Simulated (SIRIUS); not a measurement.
# Ti (P6_3/mmc) in SIRIUS: convergence with gk cutoff

Aim: find how far gk cutoff must go before the results for Ti settle, at PBEsol. This setting moves, with any that are tied to it; all else stays.

Program: SIRIUS 7.12.0. These are calculated values, not measurements. Logs are shortened: lines on timing, memory, paths and dates and some standing lists are left out, and cuts for length are marked. The log counts tension as positive stress, the text compression.

## 1. The structure

The structure is hexagonal, space group P6_3/mmc (No. 194). Conventional cell: a = 2.950 Å, b = 2.950 Å, c = 4.680 Å, α = 90.00°, β = 90.00°, γ = 120.00°. Ti (site symmetry -6m2) is surrounded by 12 Ti at 2.89 to 2.95 Å.

## 2. With gk cutoff 2.02 1/bohr

sirius.json

```json
{
  "control": {
    "processing_unit": "cpu",
    "std_evp_solver_name": "lapack",
    "gen_evp_solver_name": "lapack",
    "verbosity": 2,
    "print_forces": true,
    "ortho_rf": true,
    "use_second_variation": true,
    "rmt_max": 3.0,
    "num_bands_to_print": 23,
    "save_wf": true
  },
  "parameters": {
    "electronic_structure_method": "full_potential_lapwlo",
    "xc_functionals": ["XC_GGA_X_PBE_SOL", "XC_GGA_C_PBE_SOL"],
    "core_relativity": "dirac",
    "valence_relativity": "iora",
    "num_fv_states": 23,
    "smearing": "fermi_dirac",
    "smearing_width": 0.0018374661,
    "pw_cutoff": 20,
    "gk_cutoff": 2.02,
    "lmax_apw": 10,
    "lmax_rho": 8,
    "lmax_pot": 8,
    "num_mag_dims": 0,
    "auto_rmt": 0,
    "ngridk": [10, 10, 6],
    "shiftk": [0, 0, 0],
    "num_dft_iter": 80,
    "energy_tol": 1e-07,
    "density_tol": 1e-05,
    "use_symmetry": true
  },
  "settings": {"tol_ne": 1e-10},
  "iterative_solver": {"type": "exact"},
  "mixer": {"type": "anderson", "beta": 0.5, "max_history": 8},
  "unit_cell": {
    "lattice_vectors": [[5.5746920676, 0.0, 0.0], [-2.7873460338, 4.8278249489, 0.0], [0.0, 0.0, 8.8439182632]],
    "atom_types": ["Ti"],
    "atom_files": {"Ti": "Ti.json"},
    "atoms": {"Ti": [[0.6666666667, 0.3333333333, 0.75], [0.3333333333, 0.6666666667, 0.25]]}
  }
}
```

Ti.json

```json
{
  "name": "titanium",
  "symbol": "Ti",
  "number": 22,
  "mass": 47.867,
  "rmin": 1e-06,
  "rmt": 2.4,
  "nrmt": 800,
  "rinf": 17.51,
  "core": "1s2s2p",
  "valence": [
    {"basis": [{"enu": 0.1, "dme": 0, "n": 0, "auto": 0}, {"enu": 0.1, "dme": 1, "n": 0, "auto": 0}]},
    {"l": 0, "n": 1, "basis": [{"enu": 0.2, "dme": 0, "n": 0, "auto": 0}]},
    {"l": 1, "n": 2, "basis": [{"enu": 0.2, "dme": 0, "n": 0, "auto": 0}]},
    {"l": 2, "n": 3, "basis": [{"enu": 0.2, "dme": 0, "n": 0, "auto": 0}]},
    {"l": 3, "n": 4, "basis": [{"enu": 0.2, "dme": 0, "n": 0, "auto": 0}]}
  ],
  "lo": [
    {"l": 0, "basis": [{"enu": 0.2, "dme": 0, "n": 0, "auto": 0}, {"enu": 0.2, "dme": 1, "n": 0, "auto": 0}]},
    {
      "l": 0,
      "basis": [{"enu": -1.9203, "dme": 0, "n": 3, "auto": 1}, {"enu": -1.9203, "dme": 1, "n": 3, "auto": 1}]
    },
    {"l": 0, "basis": [{"enu": -1.9203, "dme": 1, "n": 3, "auto": 1}, {"enu": 0.2, "dme": 0, "n": 0, "auto": 0}]},
    {"l": 0, "basis": [{"enu": 0.2, "dme": 0, "n": 0, "auto": 0}, {"enu": 2.9778, "dme": 0, "n": 0, "auto": 0}]},
    {"l": 1, "basis": [{"enu": 0.2, "dme": 0, "n": 0, "auto": 0}, {"enu": 0.2, "dme": 1, "n": 0, "auto": 0}]},
    {
      "l": 1,
      "basis": [{"enu": -1.0603, "dme": 0, "n": 3, "auto": 1}, {"enu": -1.0603, "dme": 1, "n": 3, "auto": 1}]
    },
    {"l": 1, "basis": [{"enu": -1.0603, "dme": 1, "n": 3, "auto": 1}, {"enu": 0.2, "dme": 0, "n": 0, "auto": 0}]},
    {"l": 1, "basis": [{"enu": 0.2, "dme": 0, "n": 0, "auto": 0}, {"enu": 3.3944, "dme": 0, "n": 0, "auto": 0}]},
    {"l": 2, "basis": [{"enu": 0.2, "dme": 0, "n": 0, "auto": 0}, {"enu": 0.2, "dme": 1, "n": 0, "auto": 0}]},
    {"l": 2, "basis": [{"enu": 0.2, "dme": 1, "n": 0, "auto": 0}, {"enu": 0.2, "dme": 2, "n": 0, "auto": 0}]},
    {"l": 2, "basis": [{"enu": 0.2, "dme": 0, "n": 0, "auto": 0}, {"enu": 2.9083, "dme": 0, "n": 0, "auto": 0}]},
    {"l": 3, "basis": [{"enu": 0.2, "dme": 0, "n": 0, "auto": 0}, {"enu": 0.2, "dme": 1, "n": 0, "auto": 0}]},
    {"l": 3, "basis": [{"enu": 0.2, "dme": 0, "n": 0, "auto": 0}, {"enu": 3.2208, "dme": 0, "n": 0, "auto": 0}]}
  ],
  "free_atom": [... radial grid and density of the free atom, the start of the SCF ...]
}
```

sirius_start.json

```json
{
  "control": {
    "processing_unit": "cpu",
    "std_evp_solver_name": "lapack",
    "gen_evp_solver_name": "lapack",
    "verbosity": 1,
    "print_forces": false,
    "ortho_rf": true,
    "use_second_variation": true,
    "rmt_max": 3.0,
    "num_bands_to_print": 23,
    "save_wf": false
  },
  "parameters": {
    "electronic_structure_method": "full_potential_lapwlo",
    "xc_functionals": ["XC_LDA_X", "XC_LDA_C_PW"],
    "core_relativity": "dirac",
    "valence_relativity": "iora",
    "num_fv_states": 23,
    "smearing": "fermi_dirac",
    "smearing_width": 0.0055123983,
    "pw_cutoff": 20,
    "gk_cutoff": 1.61,
    "lmax_apw": 10,
    "lmax_rho": 8,
    "lmax_pot": 8,
    "num_mag_dims": 0,
    "auto_rmt": 0,
    "ngridk": [4, 4, 2],
    "shiftk": [0, 0, 0],
    "num_dft_iter": 30,
    "energy_tol": 0.01,
    "density_tol": 0.05,
    "use_symmetry": true
  },
  "settings": {"tol_ne": 1e-10},
  "iterative_solver": {"type": "exact"},
  "mixer": {"type": "anderson", "beta": 0.5, "max_history": 8},
  "unit_cell": {
    "lattice_vectors": [[5.5746920676, 0.0, 0.0], [-2.7873460338, 4.8278249489, 0.0], [0.0, 0.0, 8.8439182632]],
    "atom_types": ["Ti"],
    "atom_files": {"Ti": "Ti.json"},
    "atoms": {"Ti": [[0.6666666667, 0.3333333333, 0.75], [0.3333333333, 0.6666666667, 0.25]]}
  }
}
```

Potentials or basis: all-electron FP-LAPW, apw+lo standard.

Command:

```bash
OMP_NUM_THREADS=1 sirius.scf --input=sirius_start.json --output=start.json
OMP_NUM_THREADS=1 sirius.scf --input=sirius.json --output=output.json --task=1
```

Run time: 21 s. Hardware: 1 thread of Arm Neoverse V1, shared host; peak memory 0.36 GiB.

What came out:

| Quantity | Value |
| --- | --- |
| Free energy | -46411.8392 eV |
| Band gap on the k mesh | none (metal or under the smearing width) |
| All electrons inside the program's atomic spheres | Ti 20.22 (radii Ti 2.4 bohr) |

## 3. With gk cutoff 2.38 1/bohr

sirius.json: that of step 2 with these lines changed.

```diff
@@ -22,3 +22,3 @@
     "pw_cutoff": 20,
-    "gk_cutoff": 2.02,
+    "gk_cutoff": 2.38,
     "lmax_apw": 10,
```

Ti.json

```json
{
  "name": "titanium",
  "symbol": "Ti",
  "number": 22,
  "mass": 47.867,
  "rmin": 1e-06,
  "rmt": 2.4,
  "nrmt": 800,
  "rinf": 17.51,
  "core": "1s2s2p",
  "valence": [
    {"basis": [{"enu": 0.08, "dme": 0, "n": 0, "auto": 0}, {"enu": 0.08, "dme": 1, "n": 0, "auto": 0}]},
    {"l": 0, "n": 1, "basis": [{"enu": 0.18, "dme": 0, "n": 0, "auto": 0}]},
    {"l": 1, "n": 2, "basis": [{"enu": 0.18, "dme": 0, "n": 0, "auto": 0}]},
    {"l": 2, "n": 3, "basis": [{"enu": 0.18, "dme": 0, "n": 0, "auto": 0}]},
    {"l": 3, "n": 4, "basis": [{"enu": 0.18, "dme": 0, "n": 0, "auto": 0}]}
  ],
  "lo": [
    {"l": 0, "basis": [{"enu": 0.18, "dme": 0, "n": 0, "auto": 0}, {"enu": 0.18, "dme": 1, "n": 0, "auto": 0}]},
    {
      "l": 0,
      "basis": [{"enu": -1.9403, "dme": 0, "n": 3, "auto": 1}, {"enu": -1.9403, "dme": 1, "n": 3, "auto": 1}]
    },
    {
      "l": 0,
      "basis": [{"enu": -1.9403, "dme": 1, "n": 3, "auto": 1}, {"enu": 0.18, "dme": 0, "n": 0, "auto": 0}]
    },
    {"l": 0, "basis": [{"enu": 0.18, "dme": 0, "n": 0, "auto": 0}, {"enu": 2.9578, "dme": 0, "n": 0, "auto": 0}]},
    {"l": 1, "basis": [{"enu": 0.18, "dme": 0, "n": 0, "auto": 0}, {"enu": 0.18, "dme": 1, "n": 0, "auto": 0}]},
    {
      "l": 1,
      "basis": [{"enu": -1.0803, "dme": 0, "n": 3, "auto": 1}, {"enu": -1.0803, "dme": 1, "n": 3, "auto": 1}]
    },
    {
      "l": 1,
      "basis": [{"enu": -1.0803, "dme": 1, "n": 3, "auto": 1}, {"enu": 0.18, "dme": 0, "n": 0, "auto": 0}]
    },
    {"l": 1, "basis": [{"enu": 0.18, "dme": 0, "n": 0, "auto": 0}, {"enu": 3.3744, "dme": 0, "n": 0, "auto": 0}]},
    {"l": 2, "basis": [{"enu": 0.18, "dme": 0, "n": 0, "auto": 0}, {"enu": 0.18, "dme": 1, "n": 0, "auto": 0}]},
    {"l": 2, "basis": [{"enu": 0.18, "dme": 1, "n": 0, "auto": 0}, {"enu": 0.18, "dme": 2, "n": 0, "auto": 0}]},
    {"l": 2, "basis": [{"enu": 0.18, "dme": 0, "n": 0, "auto": 0}, {"enu": 2.8883, "dme": 0, "n": 0, "auto": 0}]},
    {"l": 3, "basis": [{"enu": 0.18, "dme": 0, "n": 0, "auto": 0}, {"enu": 0.18, "dme": 1, "n": 0, "auto": 0}]},
    {"l": 3, "basis": [{"enu": 0.18, "dme": 0, "n": 0, "auto": 0}, {"enu": 3.2008, "dme": 0, "n": 0, "auto": 0}]}
  ],
  "free_atom": [... radial grid and density of the free atom, the start of the SCF ...]
}
```

sirius_start.json: that of step 2 with these lines changed.

```diff
@@ -22,3 +22,3 @@
     "pw_cutoff": 20,
-    "gk_cutoff": 1.61,
+    "gk_cutoff": 1.91,
     "lmax_apw": 10,
```

Potentials or basis: all-electron FP-LAPW, apw+lo standard.

Command:

```bash
OMP_NUM_THREADS=1 sirius.scf --input=sirius_start.json --output=start.json
OMP_NUM_THREADS=1 sirius.scf --input=sirius.json --output=output.json --task=1
```

Run time: 23 s. Hardware: 1 thread of Arm Neoverse V1, shared host; peak memory 0.37 GiB.

What came out:

```yaml
Free_energy: -46414.2292 eV
Band_gap_on_the_k_mesh: none (metal or under the smearing width)
All_electrons_inside_the_program's_atomic_spheres: Ti 20.29 (radii Ti 2.4 bohr)
```

## 4. With gk cutoff 2.75 1/bohr

sirius.json: that of step 3 with these lines changed.

```diff
@@ -22,3 +22,3 @@
     "pw_cutoff": 20,
-    "gk_cutoff": 2.38,
+    "gk_cutoff": 2.75,
     "lmax_apw": 10,
```

Ti.json is that of step 3.

sirius_start.json: that of step 3 with these lines changed.

```diff
@@ -22,3 +22,3 @@
     "pw_cutoff": 20,
-    "gk_cutoff": 1.91,
+    "gk_cutoff": 2.2,
     "lmax_apw": 10,
```

Command:

```bash
OMP_NUM_THREADS=1 sirius.scf --input=sirius_start.json --output=start.json
OMP_NUM_THREADS=1 sirius.scf --input=sirius.json --output=output.json --task=1
```

Run time: 27 s. Hardware: 1 thread of Arm Neoverse V1, shared host; peak memory 0.38 GiB.

Results:

```
Free energy                                       : -46415.2637 eV
Band gap on the k mesh                            : none (metal or under the smearing width)
All electrons inside the program's atomic spheres : Ti 20.32 (radii Ti 2.4 bohr)
```

## 5. With gk cutoff 3.12 1/bohr

sirius.json: that of step 4 with these lines changed.

```diff
@@ -22,3 +22,3 @@
     "pw_cutoff": 20,
-    "gk_cutoff": 2.75,
+    "gk_cutoff": 3.12,
     "lmax_apw": 10,
```

Ti.json

```json
{
  "name": "titanium",
  "symbol": "Ti",
  "number": 22,
  "mass": 47.867,
  "rmin": 1e-06,
  "rmt": 2.4,
  "nrmt": 800,
  "rinf": 17.51,
  "core": "1s2s2p",
  "valence": [
    {"basis": [{"enu": 0.09, "dme": 0, "n": 0, "auto": 0}, {"enu": 0.09, "dme": 1, "n": 0, "auto": 0}]},
    {"l": 0, "n": 1, "basis": [{"enu": 0.19, "dme": 0, "n": 0, "auto": 0}]},
    {"l": 1, "n": 2, "basis": [{"enu": 0.19, "dme": 0, "n": 0, "auto": 0}]},
    {"l": 2, "n": 3, "basis": [{"enu": 0.19, "dme": 0, "n": 0, "auto": 0}]},
    {"l": 3, "n": 4, "basis": [{"enu": 0.19, "dme": 0, "n": 0, "auto": 0}]}
  ],
  "lo": [
    {"l": 0, "basis": [{"enu": 0.19, "dme": 0, "n": 0, "auto": 0}, {"enu": 0.19, "dme": 1, "n": 0, "auto": 0}]},
    {
      "l": 0,
      "basis": [{"enu": -1.9303, "dme": 0, "n": 3, "auto": 1}, {"enu": -1.9303, "dme": 1, "n": 3, "auto": 1}]
    },
    {
      "l": 0,
      "basis": [{"enu": -1.9303, "dme": 1, "n": 3, "auto": 1}, {"enu": 0.19, "dme": 0, "n": 0, "auto": 0}]
    },
    {"l": 0, "basis": [{"enu": 0.19, "dme": 0, "n": 0, "auto": 0}, {"enu": 2.9678, "dme": 0, "n": 0, "auto": 0}]},
    {"l": 1, "basis": [{"enu": 0.19, "dme": 0, "n": 0, "auto": 0}, {"enu": 0.19, "dme": 1, "n": 0, "auto": 0}]},
    {
      "l": 1,
      "basis": [{"enu": -1.0703, "dme": 0, "n": 3, "auto": 1}, {"enu": -1.0703, "dme": 1, "n": 3, "auto": 1}]
    },
    {
      "l": 1,
      "basis": [{"enu": -1.0703, "dme": 1, "n": 3, "auto": 1}, {"enu": 0.19, "dme": 0, "n": 0, "auto": 0}]
    },
    {"l": 1, "basis": [{"enu": 0.19, "dme": 0, "n": 0, "auto": 0}, {"enu": 3.3844, "dme": 0, "n": 0, "auto": 0}]},
    {"l": 2, "basis": [{"enu": 0.19, "dme": 0, "n": 0, "auto": 0}, {"enu": 0.19, "dme": 1, "n": 0, "auto": 0}]},
    {"l": 2, "basis": [{"enu": 0.19, "dme": 1, "n": 0, "auto": 0}, {"enu": 0.19, "dme": 2, "n": 0, "auto": 0}]},
    {"l": 2, "basis": [{"enu": 0.19, "dme": 0, "n": 0, "auto": 0}, {"enu": 2.8983, "dme": 0, "n": 0, "auto": 0}]},
    {"l": 3, "basis": [{"enu": 0.19, "dme": 0, "n": 0, "auto": 0}, {"enu": 0.19, "dme": 1, "n": 0, "auto": 0}]},
    {"l": 3, "basis": [{"enu": 0.19, "dme": 0, "n": 0, "auto": 0}, {"enu": 3.2108, "dme": 0, "n": 0, "auto": 0}]}
  ],
  "free_atom": [... radial grid and density of the free atom, the start of the SCF ...]
}
```

sirius_start.json: that of step 4 with these lines changed.

```diff
@@ -22,3 +22,3 @@
     "pw_cutoff": 20,
-    "gk_cutoff": 2.2,
+    "gk_cutoff": 2.49,
     "lmax_apw": 10,
```

Command:

```bash
OMP_NUM_THREADS=1 sirius.scf --input=sirius_start.json --output=start.json
OMP_NUM_THREADS=1 sirius.scf --input=sirius.json --output=output.json --task=1
```

Run time: 32 s. Hardware: 1 thread of Arm Neoverse V1, shared host; peak memory 0.4 GiB.

Results:

* Free energy: -46415.5343 eV
* Band gap on the k mesh: none (metal or under the smearing width)
* All electrons inside the program's atomic spheres: Ti 20.33 (radii Ti 2.4 bohr)

## 6. With gk cutoff 3.48 1/bohr

sirius.json: that of step 5 with these lines changed.

```diff
@@ -22,3 +22,3 @@
     "pw_cutoff": 20,
-    "gk_cutoff": 3.12,
+    "gk_cutoff": 3.48,
     "lmax_apw": 10,
```

Ti.json is that of step 5.

sirius_start.json: that of step 5 with these lines changed.

```diff
@@ -22,3 +22,3 @@
     "pw_cutoff": 20,
-    "gk_cutoff": 2.49,
+    "gk_cutoff": 2.79,
     "lmax_apw": 10,
```

Potentials or basis: all-electron FP-LAPW, apw+lo standard.

Command:

```bash
OMP_NUM_THREADS=1 sirius.scf --input=sirius_start.json --output=start.json
OMP_NUM_THREADS=1 sirius.scf --input=sirius.json --output=output.json --task=1
```

Run time: 40 s. Hardware: 1 thread of Arm Neoverse V1, shared host; peak memory 0.42 GiB.

Results:

```yaml
Free_energy: -46415.6070 eV
Band_gap_on_the_k_mesh: none (metal or under the smearing width)
All_electrons_inside_the_program's_atomic_spheres: Ti 20.34 (radii Ti 2.4 bohr)
```

## 7. With gk cutoff 3.85 1/bohr

sirius.json: that of step 6 with these lines changed.

```diff
@@ -22,4 +22,4 @@
     "pw_cutoff": 20,
-    "gk_cutoff": 3.48,
-    "lmax_apw": 10,
+    "gk_cutoff": 3.85,
+    "lmax_apw": 11,
     "lmax_rho": 8,
```

Ti.json is that of step 6.

sirius_start.json: that of step 6 with these lines changed.

```diff
@@ -22,4 +22,4 @@
     "pw_cutoff": 20,
-    "gk_cutoff": 2.79,
-    "lmax_apw": 10,
+    "gk_cutoff": 2.93,
+    "lmax_apw": 11,
     "lmax_rho": 8,
```

Command:

```bash
OMP_NUM_THREADS=1 sirius.scf --input=sirius_start.json --output=start.json
OMP_NUM_THREADS=1 sirius.scf --input=sirius.json --output=output.json --task=1
```

It took 61 s on 1 thread of Arm Neoverse V1, shared host; peak memory 0.5 GiB.

The run converged. Its results:

```
Free energy                                       : -46415.6276 eV
Band gap on the k mesh                            : none (metal or under the smearing width)
All electrons inside the program's atomic spheres : Ti 20.34 (radii Ti 2.4 bohr)
```

[end of part 1 of 2]
